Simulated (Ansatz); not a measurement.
CaO in the wurtzite structure (no longer in that coordination), relaxed with r2SCAN in the plane-wave code Ansatz. It is hexagonal, P6_3/mmc (No. 194); conventional cell a = 3.981 Å, c = 4.770 Å, 16.37 Å³ an atom. Ca is surrounded by 5 O at 2.30–2.39 Å; O is surrounded by 5 Ca at 2.30–2.39 Å. The cell started from the wurtzite prototype, but the relaxation took it to the higher symmetry P6_3/mmc (No. 194), so the name no longer describes it.

The axes x, y and z are those of this cell:
```
CELL_PARAMETERS angstrom
3.98084 0.00000 0.00000
-1.99042 3.44751 0.00000
0.00000 0.00000 4.77044
ATOMIC_POSITIONS crystal
Ca 0.33333 0.66667 0.93750
Ca 0.66667 0.33333 0.43750
O 0.33333 0.66667 0.43750
O 0.66667 0.33333 0.93750
```

Unstrained: The PBE gap is direct at Γ: 3.206 eV. With r2SCAN the gap is 3.633 eV and direct, at Γ. With HSE06 the gap is 4.579 eV and direct, at Γ. Meshes: PBE 12×12×6, r2SCAN 12×12×6, HSE06 6×6×4. Strains are changes of length per length, and xy shears are angles. After each strain the atoms were relaxed again with r2SCAN within the symmetry that the strain leaves, so tilts or polar shifts that break it weren't tested; points keep the names that they have in the unstrained zone. These are computed values for a spin-unpolarised cell that may be hypothetical; none is a measurement.

Problem. Apply xy shear, engineering strain (angle) -2.29 %. How far does the gap move, against the unstrained cell?

Solution. PBE: the gap goes from 3.206 to 3.205 eV (-0.001 eV). r2SCAN: the gap goes from 3.633 to 3.633 eV (0.000 eV). HSE06: the gap goes from 4.579 to 4.578 eV (-0.001 eV). The r2SCAN energy rises by 0.4 meV an atom.

Problem. Apply uniaxial -1.33 % along z, other directions held. How far does the gap move, against the unstrained cell?

Solution. PBE: the gap goes from 3.206 to 3.208 eV (+0.002 eV). r2SCAN: the gap goes from 3.633 to 3.632 eV (-0.001 eV). HSE06: the gap goes from 4.579 to 4.593 eV (+0.014 eV). The r2SCAN energy rises by 1.9 meV an atom.

The meshes of the hybrids are coarse, so their gaps aren't converged to the digits shown.
